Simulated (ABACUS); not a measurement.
## KTaO3 under changes of volume

One of the cells (12.688 Å³/atom); the others are scaled copies at fixed shape and fractional positions:

```
CELL_PARAMETERS angstrom
3.98830 0.00000 0.00000
0.00000 3.98830 0.00000
0.00000 0.00000 3.98830
ATOMIC_POSITIONS crystal
Ta 0.00000 0.00000 0.00000
K 0.50000 0.50000 0.50000
O 0.00000 0.00000 0.50000
O 0.00000 0.50000 0.00000
O 0.50000 0.00000 0.00000
```

- Program: ABACUS 3.10.1
- Functional: PBEsol
- Potentials or basis: PseudoDojo NC SR 0.4.1 PBEsol standard
- Cutoff: 1143 eV
- Density cutoff: 4572 eV
- Basis: plane waves
- k mesh: 7 × 7 × 7
- Occupations: fermi-dirac, width 0.05 eV
- Spin: no spin polarisation

| volume (Å³/atom) | energy over the lowest point (meV/atom) | pressure (GPa) | gap on the mesh (eV) |
| --- | --- | --- | --- |
| 11.927 | ? | ? | ? |
| 12.180 | 8.08 | 7.0 | 2.30 |
| 12.434 | 0.58 | 2.4 | 2.25 |
| 12.688 | 0.00 | -1.7 | 2.21 |
| 12.942 | 5.62 | -5.4 | 2.16 |
| 13.196 | 16.80 | -8.7 | 2.12 |
| 13.449 | 32.94 | -11.7 | 2.07 |

What does the run at 11.927 Å³/atom give?

Energy over the lowest point 23.30 meV/atom; pressure 12.2 GPa; gap on the mesh 2.34 eV.

Worked out: A Birch-Murnaghan fit of order 3 (a polynomial in V^(-2/3)) to the other rows has its minimum at 12.58 Å³/atom with B0 = V·E''(V) = 202 GPa and B' = 4.3. It gives 23.19 meV/atom at 11.927 Å³/atom, against the run's 23.30, and -dE/dV = 12.2 GPa, against 12.2. A straight line through the other rows of the gap, of slope -2.29 eV per unit of ln V, extrapolates to 2.35 eV, against the run's 2.34.

Energies are extrapolated to zero smearing.

Caveats: there are fewer bands than atomic start orbitals, so a level may be missed at k points of high symmetry; spin-orbit coupling is left out, which moves the levels of the heavy elements; an odd mesh through Γ misses points on the zone boundary, where band edges often lie.
